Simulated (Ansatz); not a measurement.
Relaxing B in the sc type

First guess:

```xyz
1
Lattice="2.2323 0.0000 0.0000 0.0000 2.2323 0.0000 0.0000 0.0000 2.2323" Properties=species:S:1:pos:R:3 pbc="T T T"
B     0.0000    0.0000    0.0000
```

These are results of Ansatz 0.2.0, DFT, PBE, PAW with Ansatz's default frozen-core files, scalar-relativistic, not measurements.

Cell and atoms relax within the symmetry of the start on a 18×18×18 k mesh with 0.05 eV Fermi–Dirac smearing.

The start is built from a prototype, known or not as a phase of this compound; the cutoff is 420 eV.

(1) What is the pressure of the first guess?

(2) What does it relax to?

(3) How much energy does the relaxation release?

Answers

(1) -44.0 GPa.

(2) a = 1.886 Å, b = 1.886 Å, c = 1.886 Å, α = 90.00°, β = 90.00°, γ = 90.00° (conventional cell), 6.70 Å³ per atom:
```
CELL_PARAMETERS angstrom
1.88551 0.00000 0.00000
0.00000 1.88551 0.00000
0.00000 0.00000 1.88551
ATOMIC_POSITIONS crystal
B 0.00000 0.00000 0.00000
```

(3) 928 meV/atom.
